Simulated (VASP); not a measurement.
# BaF2 (Frankdicksonite) (Fm-3m) in VASP: equation of state

Aim: energy against volume of BaF2 (Frankdicksonite) in PBE, for its equilibrium volume and stiffness.

Everything below comes from runs of VASP 6.6.1. Logs are shortened: lines on timing, memory, paths and dates and some standing lists are left out, and cuts for length are marked.

**1. Starting point**

Symmetry: Fm-3m, No. 225, cubic system. The conventional cell has a = 6.200 Å, b = 6.200 Å, c = 6.200 Å, α = 90.00°, β = 90.00°, γ = 90.00°. Ba (site symmetry m-3m) is surrounded by 8 F at 2.68 Å. F (site symmetry -43m) has 4 Ba at 2.68 Å as nearest neighbours.

**2. Equation of state, PBE, 18.67 Å³/atom (volume scaled by 0.94)**

The input, INCAR:

```
SYSTEM = BaF2
PREC = Accurate ; ENCUT = 520
EDIFF = 1E-7 ; ISMEAR = -1
SIGMA = 0.05 ; LREAL = .FALSE.
LASPH = .TRUE. ; NELM = 100
ALGO = Normal ; ISIF = 2
LWAVE = .FALSE. ; LCHARG = .FALSE.
GGA = PE ; NBANDS = 19
```

The input, KPOINTS:

```
Automatic mesh
0
G
  8 8 8
  0 0 0
```

The input, POSCAR:

```
BaF2
1.0
    0.0000000000      3.0367659163      3.0367659163
    3.0367659163      0.0000000000      3.0367659163
    3.0367659163      3.0367659163      0.0000000000
Ba F
1 2
Direct
    0.0000000000      0.0000000000      0.0000000000
    0.7500000000      0.7500000000      0.7500000000
    0.2500000000      0.2500000000      0.2500000000
```

Potentials or basis: VASP PAW PBE potentials, release 64 (Ba_sv, F).

Run with:

```
> cat potpaw_PBE.64/Ba_sv/POTCAR potpaw_PBE.64/F/POTCAR > POTCAR
> mpirun -np 1 vasp_std > vasp.out
```

OUTCAR:

```text
SYSTEM = BaF2
   PREC = Accurate
   ENCUT = 520
   EDIFF = 1E-7
   ISMEAR = -1
   LREAL = .FALSE.
   LASPH = .TRUE.
   NELM = 100
   ISIF = 2
   GGA = PE

 ion  position               nearest neighbor table
   1  0.000  0.000  0.000-   2 2.63   2 2.63   2 2.63   3 2.63   3 2.63   3 2.63   3 2.63   2 2.63

   2  0.750  0.750  0.750-   1 2.63   1 2.63   1 2.63   1 2.63
   3  0.250  0.250  0.250-   1 2.63   1 2.63   1 2.63   1 2.63

  LATTYP: Found a face centered cubic cell.
 ALAT       =     6.0735318326

  Lattice vectors:

 A1 = (   0.0000000000,   3.0367659163,   3.0367659163)
 A2 = (   3.0367659163,   0.0000000000,   3.0367659163)
 A3 = (   3.0367659163,   3.0367659163,   0.0000000000)

Analysis of symmetry for initial positions (statically):
=====================================================================
 Subroutine PRICEL returns:
 Original cell was already a primitive cell.

 Routine SETGRP: Setting up the symmetry group for a
 face centered cubic supercell.

 Subroutine GETGRP returns: Found 48 space group operations
 (whereof 48 operations were pure point group operations)
 out of a pool of 48 trial point group operations.

The static configuration has the point symmetry O_h .

Analysis of symmetry for dynamics (positions and initial velocities):
=====================================================================
 Subroutine PRICEL returns:
 Original cell was already a primitive cell.

 Routine SETGRP: Setting up the symmetry group for a
 face centered cubic supercell.

 Subroutine GETGRP returns: Found 48 space group operations
 (whereof 48 operations were pure point group operations)
 out of a pool of 48 trial point group operations.

The dynamic configuration has the point symmetry O_h .

 Subroutine INISYM returns: Found 48 space group operations
 (whereof 48 operations are pure point group operations),
 and found     1 'primitive' translations

----------------------------------------------------------------------------------------

                                     Primitive cell

  volume of cell :      56.0098

  direct lattice vectors                    reciprocal lattice vectors
     0.000000000  3.036765916  3.036765916    -0.164648845  0.164648845  0.164648845
     3.036765916  0.000000000  3.036765916     0.164648845 -0.164648845  0.164648845
     3.036765916  3.036765916  0.000000000     0.164648845  0.164648845 -0.164648845

  length of vectors
     4.294635545  4.294635545  4.294635545     0.285180165  0.285180165  0.285180165

  position of ions in fractional coordinates (direct lattice)
     0.000000000  0.000000000  0.000000000
     0.750000000  0.750000000  0.750000000
     0.250000000  0.250000000  0.250000000

  ion indices of the primitive-cell ions
   primitive index   ion index
                 1           1
                 2           2
                 3           3

----------------------------------------------------------------------------------------

 KPOINTS: Automatic mesh

Automatic generation of k-mesh.
 Grid dimensions read from file:
 generate k-points for:    8    8    8

 Generating k-lattice:

  Cartesian coordinates                     Fractional coordinates (reciprocal lattice)
    -0.020581106  0.020581106  0.020581106     0.125000000  0.000000000  0.000000000
     0.020581106 -0.020581106  0.020581106     0.000000000  0.125000000  0.000000000
     0.020581106  0.020581106 -0.020581106     0.000000000  0.000000000  0.125000000

  Length of vectors
     0.035647521  0.035647521  0.035647521

  Shift w.r.t. Gamma in fractional coordinates (k-lattice)
     0.000000000  0.000000000  0.000000000

 Subroutine IBZKPT returns following result:
 ===========================================

 Found     29 irreducible k-points:

 Following reciprocal coordinates:
            Coordinates               Weight
  0.000000  0.000000  0.000000      1.000000
  0.125000  0.000000  0.000000      8.000000
  0.250000  0.000000  0.000000      8.000000
  0.375000  0.000000  0.000000      8.000000
  0.500000  0.000000  0.000000      4.000000
  0.125000  0.125000  0.000000      6.000000
[... 21 lines left out ...]
 -0.375000  0.500000  0.125000     12.000000
 -0.250000  0.500000  0.250000      6.000000
   k-points           NKPTS =     29   k-points in BZ     NKDIM =     29   number of bands    NBANDS=     19
   number of dos      NEDOS =    301   number of ions     NIONS =      3
   total plane-waves  NPLWV =  32768
   dimension x,y,z NGX =    32 NGY =   32 NGZ =   32
   dimension x,y,z NGXF=    64 NGYF=   64 NGZF=   64
   ions per type =               1   2
   NGX,Y,Z   is equivalent  to a cutoff of  12.39, 12.39, 12.39 a.u.
   NGXF,Y,Z  is equivalent  to a cutoff of  24.77, 24.77, 24.77 a.u.
 SYSTEM =  BaF2
   PREC   = accura    normal or accurate (medium, high low for compatibility)
   ISTART =      0    job   : 0-new  1-cont  2-samecut
   ICHARG =      2    charge: 1-file 2-atom 10-const
   ISPIN  =      1    spin polarized calculation?
   LNONCOLLINEAR =      F non collinear calculations
   LSORBIT =      F    spin-orbit coupling
   LASPH  =      T    aspherical Exc in radial PAW
   ENCUT  =  520.0 eV  38.22 Ry    6.18 a.u.   7.99  7.99  7.99*2*pi/ulx,y,z
   NELM   =    100;   NELMIN=  2; NELMDL= -5     # of ELM steps
   EDIFF  = 0.1E-06   stopping-criterion for ELM
   LREAL  =      F    real-space projection
   EDIFFG = 0.1E-05   stopping-criterion for IOM
   NSW    =      0    number of steps for IOM
   IBRION =     -1    ionic relax: 0-MD 1-quasi-New 2-CG
   NFREE  =      0    steps in history (QN), initial steepest desc. (CG)
   ISIF   =      2    stress and relaxation
   ISYM   =      2    0-nonsym 1-usesym 2-fastsym
   POTIM  = 0.5000    time-step for ionic-motion
   TEBEG  =    0.0;   TEEND  =   0.0 temperature during run
   PSTRESS=    0.0 pullay stress
   NELECT =      24.0000    total number of electrons
   NUPDOWN=      -1.0000    fix difference up-down
   EMIN   =  10.00;   EMAX   =-10.00  energy-range for DOS
   EFERMI =   0.00;   METHOD = LEGACY
   ISMEAR =    -1;   SIGMA  =   0.05  broadening in eV -4-tet -1-fermi 0-gaus
   EFERMI_NEDOS =   21; number of points for ismear=-14 and -15
   IALGO  =     38    algorithm
   IMIX   =      4    mixing-type and parameters
     AMIX     =   0.40;   BMIX     =  1.00
     AMIX_MAG =   1.60;   BMIX_MAG =  1.00
  volume/ion in A,a.u.               =      18.67       125.99
  Fermi-wavevector in a.u.,A,eV,Ry     =   1.234214  2.332327 20.725552  1.523285
  Thomas-Fermi vector in A             =   2.368913
   LORBIT       =      0    0 simple, 1 ext, 2 COOP (PROOUT), +10 PAW based schemes
   GGA     = PE    functional components
   LHFCALC =     F    Hartree Fock is set to
   AEXX    =    0.0000 exact exchange contribution
   IVDW    =     0    specifies the selected vdW correction
   LEPSILON=     F    determine dielectric tensor
   LRPA    =     F    only Hartree local field effects (RPA)
 non-spin polarized calculation
  energy-cutoff  :      520.00
  volume of cell :       56.01
 maximum number of plane-waves:      1540
   NGX = 15   NGY = 15   NGZ = 15

 number of electron      24.0000017 magnetization

 Free energy of the ion-electron system (eV)
  ---------------------------------------------------
  ext. energy  EPLUGINS =         0.00000000
  ---------------------------------------------------
  free energy    TOTEN  =       -17.00219225 eV

  energy without entropy =      -17.00219225  energy(sigma->0) =      -17.00219225

 E-fermi :  -0.6273     XC(G=0):  -8.9884

 val. band max:       -1.7954665266   @ k =  -0.2500   0.2500   0.0000
 cond. band min:       5.2305319998   @ k =   0.0000   0.0000   0.0000
 fundamental gap:      7.0259985264
 Fermi energy:        -0.6273415767

 k-point     1 :       0.0000    0.0000    0.0000
  band No.  band energies     occupation
      1     -24.7775      2.00000
      2     -20.8409      2.00000
      3     -20.6878      2.00000
      4      -9.5031      2.00000
      5      -9.5031      2.00000
      6      -9.5031      2.00000
[... 11 lines left out ...]
     18      10.0852      0.00000
     19      14.0555      0.00000

 k-point     2 :       0.1250    0.0000    0.0000
  band No.  band energies     occupation
      1     -24.7364      2.00000
      2     -20.8593      2.00000
      3     -20.7404      2.00000
      4      -9.5394      2.00000
      5      -9.5349      2.00000
      6      -9.5349      2.00000
[... 11 lines left out ...]
     18      10.0953      0.00000
     19      13.3831      0.00000

 k-point     3 :       0.2500    0.0000    0.0000
  band No.  band energies     occupation
      1     -24.6322      2.00000
      2     -20.9336      2.00000
      3     -20.8421      2.00000
      4      -9.6156      2.00000
      5      -9.6087      2.00000
      6      -9.6087      2.00000
[... 11 lines left out ...]
     18      10.1360      0.00000
     19      12.3828      0.00000

 k-point     4 :       0.3750    0.0000    0.0000
  band No.  band energies     occupation
      1     -24.5191      2.00000
      2     -21.0699      2.00000
      3     -20.8910      2.00000
      4      -9.6790      2.00000
      5      -9.6790      2.00000
      6      -9.6783      2.00000
[... 517 lines left out ...]
     18      11.9868      0.00000
     19      13.4237      0.00000

 k-point    28 :      -0.3750    0.5000    0.1250
  band No.  band energies     occupation
      1     -24.3558      2.00000
      2     -21.1910      2.00000
      3     -21.0256      2.00000
      4     -10.0157      2.00000
      5      -9.8983      2.00000
      6      -9.3870      2.00000
[... 11 lines left out ...]
     18      12.8708      0.00000
     19      13.6314      0.00000

 k-point    29 :      -0.2500    0.5000    0.2500
  band No.  band energies     occupation
      1     -24.3557      2.00000
      2     -21.1099      2.00000
      3     -21.1099      2.00000
      4     -10.0277      2.00000
      5      -9.6432      2.00000
      6      -9.6432      2.00000
[... 11 lines left out ...]
     18      13.6286      0.00000
     19      13.7618      0.00000

------------------------ aborting loop because EDIFF is reached ----------------------------------------

  FORCE on cell =-STRESS in cart. coord.  units (eV):
  Direction    XX          YY          ZZ          XY          YZ          ZX
  --------------------------------------------------------------------------------------
  -------------------------------------------------------------------------------------
  Total        2.4425588      2.4425588      2.4425588      0.0000000      0.0000000     -0.0000000
  in kB       69.8701487     69.8701487     69.8701487      0.0000000      0.0000000     -0.0000000
  external PRESSURE =      69.8701487 kB  Pullay stress =       0.0000000 kB

 VOLUME and BASIS-vectors are now :
 -----------------------------------------------------------------------------
  energy-cutoff  :      520.00
  volume of cell :       56.01
      direct lattice vectors                 reciprocal lattice vectors
     0.000000000  3.036765916  3.036765916    -0.164648845  0.164648845  0.164648845
     3.036765916  0.000000000  3.036765916     0.164648845 -0.164648845  0.164648845
     3.036765916  3.036765916  0.000000000     0.164648845  0.164648845 -0.164648845

 POSITION                                       TOTAL-FORCE (eV/Angst)
 -----------------------------------------------------------------------------------
      0.00000      0.00000      0.00000        -0.000000      0.000000     -0.000000
      4.55515      4.55515      4.55515        -0.000000      0.000000     -0.000000
      1.51838      1.51838      1.51838         0.000000     -0.000000      0.000000
 -----------------------------------------------------------------------------------
    total drift:                               -0.000000     -0.000000      0.000000

  FREE ENERGIE OF THE ION-ELECTRON SYSTEM (eV)
  ---------------------------------------------------
  free  energy   TOTEN  =       -17.0021922464 eV

  energy  without entropy=      -17.0021922464  energy(sigma->0) =      -17.00219225
```

It took 30 s on 1 thread of Intel Xeon Platinum 8488C (Sapphire Rapids), shared host; peak memory 0.18 GiB.

Results:

* Free energy: -17.0022 eV
* Pressure: 7.0 GPa
* Band gap on the k mesh: 7.03 eV, indirect (least direct gap 7.14 eV)

Caveat: spin-orbit coupling is left out, which moves the levels of the heavy elements.

**3. Equation of state, PBE, 19.07 Å³/atom (volume scaled by 0.96)**

The input, INCAR:

```
PREC = Accurate
ENCUT = 520
EDIFF = 1E-7
ISMEAR = -1
SIGMA = 0.05
LREAL = F
LASPH = T
NELM = 60
ALGO = Normal
ISIF = 2
LWAVE = F
LCHARG = F
GGA = PE
NBANDS = 19
```

The input, KPOINTS:

```
regular mesh
0
Gamma
  8 8 8
```

The input, POSCAR:

```
BaF2
1.0
    0.0000000000      3.0581522964      3.0581522964
    3.0581522964      0.0000000000      3.0581522964
    3.0581522964      3.0581522964      0.0000000000
Ba F
1 2
Direct
    0.0000000000      0.0000000000      0.0000000000
    0.7500000000      0.7500000000      0.7500000000
    0.2500000000      0.2500000000      0.2500000000
```

Potentials or basis: VASP PAW PBE potentials, release 64 (Ba_sv, F).

Run with:

```
> cat potpaw_PBE.64/Ba_sv/POTCAR potpaw_PBE.64/F/POTCAR > POTCAR
> mpirun -np 1 vasp_std > vasp.out
```

Run time: 19 s. Hardware: 1 thread of Intel Xeon Platinum 8488C (Sapphire Rapids), shared host; peak memory 0.18 GiB.

It converged, with:

| Property | Result |
| --- | --- |
| Free energy | -17.0495 eV |
| Pressure | 5.3 GPa |
| Band gap on the k mesh | 6.94 eV, indirect (least direct gap 7.04 eV) |

Caveat: spin-orbit coupling is left out, which moves the levels of the heavy elements.

**4. Equation of state, PBE, 19.46 Å³/atom (volume scaled by 0.98)**

The input, INCAR:

```
SYSTEM = BaF2
ALGO = Normal
EDIFF = 1E-7
ENCUT = 520
GGA = PE
ISIF = 2
ISMEAR = -1
LASPH = .TRUE.
LCHARG = .FALSE.
LREAL = .FALSE.
LWAVE = .FALSE.
NBANDS = 19
NELM = 80
PREC = Accurate
SIGMA = 0.05
```

The input, KPOINTS:

```
k-points
0
G
  8 8 8
  0 0 0
```

The input, POSCAR:

```
BaF2
1.0
    0.0000000000      3.0792436684      3.0792436684
    3.0792436684      0.0000000000      3.0792436684
    3.0792436684      3.0792436684      0.0000000000
Ba F
1 2
Direct
    0.0000000000      0.0000000000      0.0000000000
    0.7500000000      0.7500000000      0.7500000000
    0.2500000000      0.2500000000      0.2500000000
```

Run with:

```
> cat potpaw_PBE.64/Ba_sv/POTCAR potpaw_PBE.64/F/POTCAR > POTCAR
> mpirun -np 1 vasp_std > vasp.out
```

It took 24 s on 1 thread of Intel Xeon Platinum 8488C (Sapphire Rapids), shared host; peak memory 0.18 GiB.

It converged, with:

* Free energy: -17.0845 eV
* Pressure: 3.7 GPa
* Band gap on the k mesh: 6.85 eV, indirect (least direct gap 6.94 eV)

Caveat: spin-orbit coupling is left out, which moves the levels of the heavy elements.

**5. Equation of state, PBE, 20.26 Å³/atom (volume scaled by 1.02)**

The input, INCAR:

```
ALGO     = Normal         # electronic algorithm
EDIFF    = 1E-7           # SCF threshold, eV
ENCUT    = 520            # plane-wave cutoff, eV
GGA      = PE             # functional
ISIF     = 2              # what is computed and relaxed
ISMEAR   = -1             # smearing method
LASPH    = T              # aspherical terms in the spheres
LCHARG   = F              # write CHGCAR
LREAL    = F              # projectors in reciprocal space
LWAVE    = F              # write WAVECAR
NBANDS   = 19             # bands
NELM     = 60             # most SCF steps
PREC     = Accurate       # precision mode
SIGMA    = 0.05           # smearing width, eV
```

The input, KPOINTS:

```
k-points
0
Gamma
  8 8 8
```

The input, POSCAR:

```
BaF2
1.0
    0.0000000000      3.1205807308      3.1205807308
    3.1205807308      0.0000000000      3.1205807308
    3.1205807308      3.1205807308      0.0000000000
Ba F
1 2
Direct
    0.0000000000      0.0000000000      0.0000000000
    0.7500000000      0.7500000000      0.7500000000
    0.2500000000      0.2500000000      0.2500000000
```

Run with:

```
> cat potpaw_PBE.64/Ba_sv/POTCAR potpaw_PBE.64/F/POTCAR > POTCAR
> mpirun -np 1 vasp_std > vasp.out
```

It took 34 s on 1 thread of Intel Xeon Platinum 8488C (Sapphire Rapids), shared host; peak memory 0.21 GiB.

The run converged. Its results:

```yaml
Free_energy: -17.1233 eV
Pressure: 1.1 GPa
Band_gap_on_the_k_mesh: 6.68 eV, indirect (least direct gap 6.74 eV)
```

Caveat: spin-orbit coupling is left out, which moves the levels of the heavy elements.

**6. Equation of state, PBE, 20.66 Å³/atom (volume scaled by 1.04)**

The input, INCAR:

```
SYSTEM = BaF2
ALGO = Normal
EDIFF = 1E-7
ENCUT = 520
GGA = PE
ISIF = 2
ISMEAR = -1
LASPH = .TRUE.
LCHARG = .FALSE.
LREAL = .FALSE.
LWAVE = .FALSE.
NBANDS = 19
NELM = 80
PREC = Accurate
SIGMA = 0.05
```

The input, KPOINTS:

```
k-points
0
G
  8 8 8
  0 0 0
```

The input, POSCAR:

```
BaF2
1.0
    0.0000000000      3.1408448098      3.1408448098
    3.1408448098      0.0000000000      3.1408448098
    3.1408448098      3.1408448098      0.0000000000
Ba F
1 2
Direct
    0.0000000000      0.0000000000      0.0000000000
    0.7500000000      0.7500000000      0.7500000000
    0.2500000000      0.2500000000      0.2500000000
```

Potentials or basis: VASP PAW PBE potentials, release 64 (Ba_sv, F).

Run with:

```
> cat potpaw_PBE.64/Ba_sv/POTCAR potpaw_PBE.64/F/POTCAR > POTCAR
> mpirun -np 1 vasp_std > vasp.out
```

Run time: 39 s. Hardware: 1 thread of Intel Xeon Platinum 8488C (Sapphire Rapids), shared host; peak memory 0.21 GiB.

The run converged. Its results:

| Quantity | Value |
| --- | --- |
| Free energy | -17.1291 eV |
| Pressure | 0.0 GPa |
| Band gap on the k mesh | 6.59 eV, indirect (least direct gap 6.65 eV) |

Caveat: spin-orbit coupling is left out, which moves the levels of the heavy elements.

**7. Equation of state, PBE, 21.05 Å³/atom (volume scaled by 1.06)**

The input, INCAR:

```
PREC = Accurate ; ENCUT = 520
EDIFF = 1E-7 ; ISMEAR = -1
SIGMA = 0.05 ; LREAL = F
LASPH = T ; NELM = 100
ALGO = Normal ; ISIF = 2
LWAVE = F ; LCHARG = F
GGA = PE ; NBANDS = 19
```

The input, KPOINTS:

```
regular mesh
0
Gamma
  8 8 8
```

The input, POSCAR:

```
BaF2
1.0
    0.0000000000      3.1608507301      3.1608507301
    3.1608507301      0.0000000000      3.1608507301
    3.1608507301      3.1608507301      0.0000000000
Ba F
1 2
Direct
    0.0000000000      0.0000000000      0.0000000000
    0.7500000000      0.7500000000      0.7500000000
    0.2500000000      0.2500000000      0.2500000000
```

Run with:

```
> cat potpaw_PBE.64/Ba_sv/POTCAR potpaw_PBE.64/F/POTCAR > POTCAR
> mpirun -np 1 vasp_std > vasp.out
```

Run time: 41 s. Hardware: 1 thread of Intel Xeon Platinum 8488C (Sapphire Rapids), shared host; peak memory 0.21 GiB.

Results (log left out):

```
Free energy            : -17.1271 eV
Pressure               : -1.0 GPa
Band gap on the k mesh : 6.51 eV, indirect (least direct gap 6.56 eV)
```

Caveat: spin-orbit coupling is left out, which moves the levels of the heavy elements.

**8. Equation of state, PBE**

Potentials or basis: VASP PAW PBE potentials, release 64 (Ba_sv, F).

No new run: the results of the series are fitted here.

What came out:

| Item | Value |
| --- | --- |
| Equilibrium volume | 20.75 Å³/atom |
| Bulk modulus | 53 GPa |
| Pressure derivative of the bulk modulus | 4.8 |

Energy against volume, from the lowest point:
```tsv
volume (Å³/atom)	energy (meV/atom)
18.670	42.29
19.067	26.53
19.464	14.85
19.862	6.76
20.259	1.93
20.656	0.00
21.053	0.65
```
